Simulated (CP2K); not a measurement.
Ta2N:

```
Ta N
1.0
     3.11286    0.00000    0.00000
    -1.55643    2.69582    0.00000
     0.00000    0.00000    4.86984
Ta N
2 1
Cartesian
  0.0000 1.7972 1.2404
  1.5564 0.8986 3.6294
  0.0000 0.0000 0.0000
```

The cell comes from a database or a generator and needn't be the stable form of this composition.

```yaml
Program: CP2K 2026.2
Task: single point
Functional: PBEsol
Potentials_or_basis: POTENTIAL_UZH Ta GTH-PBE-q13, N GTH-PBE-q5; TZVP-MOLOPT-PBE-GTH basis
Density_cutoff: 6123 eV
k_mesh: 10 × 10 × 6
Occupations: fermi-dirac, width 0.05 eV
Spin: no spin polarisation
```

On this cell: pressure -9.7 GPa; largest force 0.331 eV/Å; band gap on the k mesh none (metal or under the smearing width).

The same run follows on a disturbed copy (atoms moved at random, drawn with an rms of 0.05 Å):

```
Ta N
1.0
     3.11286    0.00000    0.00000
    -1.55643    2.69582    0.00000
     0.00000    0.00000    4.86984
Ta N
2 1
Direct
  0.32460 0.65342 0.25129
  0.69069 0.34223 0.74321
  0.99834 0.00588 0.00396
```

Q: What does the disturbed cell give?

A: The energy (extrapolated to zero smearing) moves by +9.4 meV/atom; pressure -9.0 GPa; largest force 0.783 eV/Å; band gap on the k mesh none (metal or under the smearing width).

Forces in eV/Å, atoms in the order of the input:
```
Ta  -0.049  0.352  0.003
Ta  -0.423  0.004  0.451
N    0.488 -0.375 -0.484
```

Stress tensor (GPa, compression positive):
```
-9.37  0.23  0.89
 0.23 -9.44  1.08
 0.89  1.08 -8.26
```

Caveats: the potentials were made for another functional, which shifts forces and pressure; the basis of atomic orbitals isn't converged, which shifts pressures, moduli and gaps.
